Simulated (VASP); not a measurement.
Set up this calculation in VASP 6.6.1, as the native input.

```
Task                   : single point
Functional             : LDA
Potentials or basis    : VASP PAW LDA potentials, release 64 (K_sv)
Cutoff                 : 520 eV
k mesh                 : 14 × 14 × 14
Occupations            : gaussian, width 0.15 eV
Spin                   : no spin polarisation
Dipole correction      : no
Further INCAR settings : ALGO = Fast; EDIFF = 1e-06; NBANDS = 10
```

The structure of K lies in POSCAR:

```
K
1.0
   -2.4636323236      2.4636323236      2.9563587883
    2.4636323236     -2.4636323236      2.9563587883
    2.4636323236      2.4636323236     -2.9563587883
K
1
Direct
    0.0000000000      0.0000000000      0.0000000000
```

This isn't the form of K at room conditions, which is bcc.

These files were run (other wordings do the same):

INCAR

```
  ALGO = Fast
  EDIFF = 1E-6
  ENCUT = 520
  GGA = CA
  ISIF = 2
  ISMEAR = 0
  LASPH = T
  LCHARG = F
  LREAL = F
  LWAVE = F
  NBANDS = 10
  NELM = 100
  PREC = Accurate
  SIGMA = 0.15
```

KPOINTS

```
k-points
0
Gamma
  14 14 14
```

Potentials or basis: VASP PAW LDA potentials, release 64 (K_sv).

The run is started by

```console
$ cat potpaw_LDA.64/K_sv/POTCAR > POTCAR
$ mpirun -np 1 vasp_std > vasp.out
```

It gave:

| Property | Result |
| --- | --- |
| Pressure | -0.4 GPa |
| Band gap on the k mesh | none (metal or under the smearing width) |

Run time: 80 s on 1 thread of Intel(R) Xeon(R) 6975P-C (Granite Rapids), on a shared host, peak memory 0.28 GiB.
